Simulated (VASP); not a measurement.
# C (Fd-3m) in VASP: notebook, part 3 of 3

VASP 6.6.1. Earlier steps stand in the parts before.

**4. G0W0 quasiparticle levels, PBE**

POSCAR reads:

```
C
1.0
    0.0000000000      1.7833700000      1.7833700000
    1.7833700000      0.0000000000      1.7833700000
    1.7833700000      1.7833700000      0.0000000000
C
2
Direct
    0.7500000000      0.7500000000      0.7500000000
    0.5000000000      0.5000000000      0.5000000000
```

INCAR.step1 reads:

```
SYSTEM = C
ALGO = Normal ; EDIFF = 1E-8
ENCUT = 450 ; GGA = PE
ISMEAR = 0 ; LASPH = .TRUE.
LCHARG = .FALSE. ; LREAL = .FALSE.
LWAVE = .TRUE. ; NELM = 60
PREC = Accurate ; SIGMA = 0.01
```

INCAR.step2 reads:

```
SYSTEM = C
ALGO = Exact ; EDIFF = 1E-8
ENCUT = 450 ; GGA = PE
ISMEAR = 0 ; ISTART = 1
LASPH = .TRUE. ; LCHARG = .FALSE.
LOPTICS = .TRUE. ; LREAL = .FALSE.
LWAVE = .TRUE. ; NBANDS = 49
NELM = 1 ; PREC = Accurate
SIGMA = 0.01
```

INCAR.step3 reads:

```
SYSTEM = C
ALGO = EVGW0 ; EDIFF = 1E-8
ENCUT = 450 ; ENCUTGW = 100
GGA = PE ; ISMEAR = 0
ISTART = 1 ; LASPH = .TRUE.
LCHARG = .FALSE. ; LREAL = .FALSE.
LWAVE = .FALSE. ; NBANDS = 49
NBANDSGW = 12 ; NELMGW = 1
NOMEGA = 48 ; PREC = Accurate
PRECFOCK = Fast ; SIGMA = 0.01
```

KPOINTS reads:

```
k-points
0
G
  3 3 3
  0 0 0
```

Potentials or basis: VASP PAW PBE potentials, release 64 (C_GW).

Launch:

```sh
$ cat potpaw_PBE.64/C_GW/POTCAR > POTCAR
$ cp INCAR.step1 INCAR
$ mpirun -np 1 vasp_std > vasp.out
$ cp INCAR.step2 INCAR
$ mpirun -np 1 vasp_std > vasp.out
$ cp INCAR.step3 INCAR
$ mpirun -np 1 vasp_std > vasp.out
```

OUTCAR:

```text
SYSTEM = C
   EDIFF = 1E-8
   ENCUT = 450
   ENCUTGW = 100
   GGA = PE
   ISMEAR = 0
   ISTART = 1
   LASPH = .TRUE.
   LREAL = .FALSE.
   NELMGW = 1
   PREC = Accurate
   PRECFOCK = Fast

 Found      4 irreducible k-points:

 Following reciprocal coordinates:
            Coordinates               Weight
  0.000000  0.000000  0.000000      1.000000
  0.333333  0.000000  0.000000      8.000000
  0.333333  0.333333  0.000000      6.000000
 -0.333333  0.333333  0.000000     12.000000
   k-points           NKPTS =      4   k-points in BZ     NKDIM =     27   number of bands    NBANDS=     49
   number of dos      NEDOS =    301   number of ions     NIONS =      2
   total plane-waves  NPLWV =   5832
   dimension x,y,z NGX =    18 NGY =   18 NGZ =   18
   dimension x,y,z NGXF=    36 NGYF=   36 NGZF=   36
   ions per type =               2
   NGX,Y,Z   is equivalent  to a cutoff of  11.86, 11.86, 11.86 a.u.
   NGXF,Y,Z  is equivalent  to a cutoff of  23.73, 23.73, 23.73 a.u.
 SYSTEM =  C
   PREC   = accura    normal or accurate (medium, high low for compatibility)
   ISTART =      1    job   : 0-new  1-cont  2-samecut
   ICHARG =      0    charge: 1-file 2-atom 10-const
   ISPIN  =      1    spin polarized calculation?
   LNONCOLLINEAR =      F non collinear calculations
   LSORBIT =      F    spin-orbit coupling
   LASPH  =      T    aspherical Exc in radial PAW
   ENCUT  =  450.0 eV  33.07 Ry    5.75 a.u.   4.36  4.36  4.36*2*pi/ulx,y,z
   NELM   =     60;   NELMIN=  2; NELMDL=  0     # of ELM steps
   EDIFF  = 0.1E-07   stopping-criterion for ELM
   LREAL  =      F    real-space projection
   EDIFFG = 0.1E-06   stopping-criterion for IOM
   NSW    =      0    number of steps for IOM
   IBRION =     -1    ionic relax: 0-MD 1-quasi-New 2-CG
   NFREE  =      0    steps in history (QN), initial steepest desc. (CG)
   ISIF   =      0    stress and relaxation
   ISYM   =      3    0-nonsym 1-usesym 2-fastsym
   POTIM  = 0.5000    time-step for ionic-motion
   TEBEG  =    0.0;   TEEND  =   0.0 temperature during run
   PSTRESS=    0.0 pullay stress
   NELECT =       8.0000    total number of electrons
   NUPDOWN=      -1.0000    fix difference up-down
   EMIN   =  10.00;   EMAX   =-10.00  energy-range for DOS
   EFERMI =   0.00;   METHOD = LEGACY
   ISMEAR =     0;   SIGMA  =   0.01  broadening in eV -4-tet -1-fermi 0-gaus
   EFERMI_NEDOS =   21; number of points for ismear=-14 and -15
   IALGO  =     38    algorithm
   IMIX   =      4    mixing-type and parameters
     AMIX     =   0.40;   BMIX     =  1.00
     AMIX_MAG =   1.60;   BMIX_MAG =  1.00
  volume/ion in A,a.u.               =       5.67        38.28
  Fermi-wavevector in a.u.,A,eV,Ry     =   1.457203  2.753714 28.891161  2.123440
  Thomas-Fermi vector in A             =   2.574032
   LORBIT       =      0    0 simple, 1 ext, 2 COOP (PROOUT), +10 PAW based schemes
   GGA     = PE    functional components
   LHFCALC =     T    Hartree Fock is set to
   PRECFOCK=fast      Normal, Fast or Accurate (Low or Medium for compatibility)
   ENCUT4O =  -1.0   cutoff for four orbital integrals eV
   NKREDX  =     1    reduce k-point grid by
   NKREDY  =     1    reduce k-point grid by
   NKREDZ  =     1    reduce k-point grid by
   AEXX    =    1.0000 exact exchange contribution
   HFSCREEN=    0.0000 screening length (either q_TF or 0.3 A-1)
   HFSCREENC=   0.0000 screening length for correlation (either q_TF or 0.3 A-1)
   ENCUTFOCK=  -1.0 apply spherical cutoff to Coloumb kernel
   IVDW    =     0    specifies the selected vdW correction
   LEPSILON=     F    determine dielectric tensor
   LRPA    =     F    only Hartree local field effects (RPA)
   LRPAFORCE           =     F    calculate RPA forces
   ENCUTGW             = 100.0    cutoff for response function in eV
   ENCUTGWSOFT         =  80.0    soft cutoff for Coulomb kernel in GW response function in eV
   ENCUTLF             =  -1.0    cutoff for local field effects
   NELMGW              =     1    number of iterations in solving QP/BSE equation
   NELMHF              =     1    number of iterations in the inner HF iteration
   NKREDLFX            =     1    NKREDLFY  =   1   NKREDLFZ  =   1
 non-spin polarized calculation
 Gauss-broadening in eV      SIGMA  =   0.01
  energy-cutoff  :      450.00
  volume of cell :       11.34
 maximum number of plane-waves:       259
 NGX is ok and might be reduce to    18
  NGX = 10; NGY = 10; NGZ = 10
   NGX =  9   NGY =  9   NGZ =  9
 maximum number of plane-waves:        28
 NGX is ok and might be reduce to    10

 QP shifts <psi_nk| G(iteration)W_0 |psi_nk>: iteration 1
 for sc-GW calculations column KS-energies equals QP-energies in previous step
 and V_xc(KS)=  KS-energies - (<T + V_ion + V_H > + <T+V_H+V_ion>^1  + <V_x>^1)

 k-point   1 :       0.0000    0.0000    0.0000
  band No.  KS-energies  QP-energies   sigma(KS)   V_xc(KS)     V^pw_x(r,r')   Z            occupation Imag(sigma)

      1     -11.6473     -13.0398     -16.6219     -14.7556     -25.3472       0.7461       2.0000       1.4411
      2       9.8679       9.6069     -17.1347     -16.8171     -19.9899       0.8219       2.0000       0.0986
      3       9.8679       9.6069     -17.1347     -16.8171     -19.9899       0.8219       2.0000       0.0986
      4       9.8679       9.6069     -17.1347     -16.8171     -19.9899       0.8219       2.0000       0.0986
      5      15.4341      16.6153     -14.0586     -15.5106      -8.7983       0.8135       0.0000      -0.1247
      6      15.4341      16.6153     -14.0586     -15.5106      -8.7983       0.8135       0.0000      -0.1247
      7      15.4341      16.6153     -14.0586     -15.5106      -8.7983       0.8135       0.0000      -0.1247
      8      23.1878      24.3518     -14.8727     -16.3713      -7.5094       0.7768       0.0000      -0.3123
      9      29.1228      29.3320     -11.5207     -11.7768      -4.2105       0.8164       0.0000      -0.4730
     10      36.3294      37.3396     -12.6356     -13.8641      -5.7988       0.8223       0.0000      -0.5407
     11      36.3294      37.3396     -12.6356     -13.8641      -5.7988       0.8223       0.0000      -0.5407
     12      37.3230      37.8281     -10.8216     -11.4342      -3.1747       0.8245       0.0000      -0.9931
[... 36 lines left out ...]
      1      -4.2127      -5.3731     -17.1487     -15.6623     -23.8906       0.7807       2.0000       0.6564
      2      -1.0910      -2.0977     -16.9578     -15.6693     -22.6185       0.7812       2.0000       0.3872
      3       0.4601      -0.4410     -15.8677     -14.7311     -20.4133       0.7927       2.0000       0.2509
      4       5.1713       4.5771     -16.7537     -16.0176     -20.5476       0.8072       2.0000       0.1495
      5      16.1747      16.8853     -12.9659     -13.8331      -7.4417       0.8194       0.0000      -0.1373
      6      22.7827      24.3549     -14.2685     -16.2645      -7.3004       0.7877       0.0000      -0.2743
      7      23.3949      24.7800     -14.0435     -15.8044      -6.9698       0.7865       0.0000      -0.2861
      8      24.8609      26.3336     -14.3792     -16.2715      -6.8366       0.7783       0.0000      -0.3593
      9      26.7823      27.6263     -12.7309     -13.7675      -6.2290       0.8142       0.0000      -0.2891
     10      33.5173      34.2879     -11.9895     -12.9221      -5.2095       0.8262       0.0000      -0.5242
     11      34.6985      36.0409     -13.4334     -15.1757      -4.6899       0.7704       0.0000      -0.7968
     12      43.6201      44.1558     -11.3623     -12.0205      -3.2034       0.8139       0.0000      -1.2336
```

OUTCAR.step1:

```text
SYSTEM = C
   EDIFF = 1E-8
   ENCUT = 450
   GGA = PE
   ISMEAR = 0
   LASPH = .TRUE.
[... 151 lines left out ...]
 -----------------------------------------------------------------------------------
      2.67505      2.67505      2.67505         0.000000      0.000000      0.000000
      1.78337      1.78337      1.78337        -0.000000     -0.000000     -0.000000
 -----------------------------------------------------------------------------------
    total drift:                                0.000000     -0.000000      0.000000

  FREE ENERGIE OF THE ION-ELECTRON SYSTEM (eV)
  ---------------------------------------------------
  free  energy   TOTEN  =       -17.5945066665 eV

  energy  without entropy=      -17.5945066665  energy(sigma->0) =      -17.59450667
```

OUTCAR.step2:

```text
SYSTEM = C
   EDIFF = 1E-8
   ENCUT = 450
   GGA = PE
   ISMEAR = 0
[... 518 lines left out ...]
  --------------------------------------------------------------------------------------------------------------
     0.00000     9.68076     9.68076     9.68076     0.00000     0.00000    -0.00000
     1.81291    10.13031    10.13031    10.13031     0.00000     0.00000    -0.00000
     3.62581    12.14700    12.14700    12.14700     0.00000     0.00000    -0.00000
     5.43872    37.73268    37.73268    37.73268     0.00000     0.00000    -0.00000
     7.25163     9.17376     9.17376     9.17376     0.00000     0.00000    -0.00000
     9.06453    30.39365    30.39365    30.39365     0.00000     0.00000    -0.00000
[... 92 lines left out ...]
   177.66483     0.96225     0.96225     0.96225    -0.00000    -0.00000     0.00000
   179.47774     0.96305     0.96305     0.96305    -0.00000    -0.00000     0.00000
```

It used 2.4 s of CPU time on 1 thread of Intel(R) Xeon(R) 6975P-C (Granite Rapids), with other jobs on the host, which was overloaded at the time.

These settings aren't checked as converged: the numbers below hold their error.

Results:

```yaml
Band_gap_on_the_k_mesh_mean-field_level: 4.11 eV, indirect (least direct gap 5.57 eV)
Quasiparticle_gap: 5.07 eV
Least_direct_quasiparticle_gap: 7.01 eV
```

Caveat: the k mesh is coarse (spacing up to 1.02 Å⁻¹), so the values aren't converged; the cutoff is under 1.25 times the usual one of these potentials, so pressure, stress and relaxed cells hold a basis-set (Pulay) error; bands, screening cutoff and mesh are small and nothing is extrapolated, so the quasiparticle values aren't converged; an odd mesh through Γ misses points on the zone boundary, where band edges often lie.

**5. For comparison**

An earlier run on the cell as given: functional PBE; potentials or basis VASP PAW PBE potentials, release 64 (C); cutoff 520 eV; k mesh 13 × 13 × 13; occupations fermi-dirac, width 0.05 eV; no spin polarisation.

- Pressure: 2.5 GPa
- Band gap on the k mesh: 4.14 eV, indirect (least direct gap 5.59 eV)
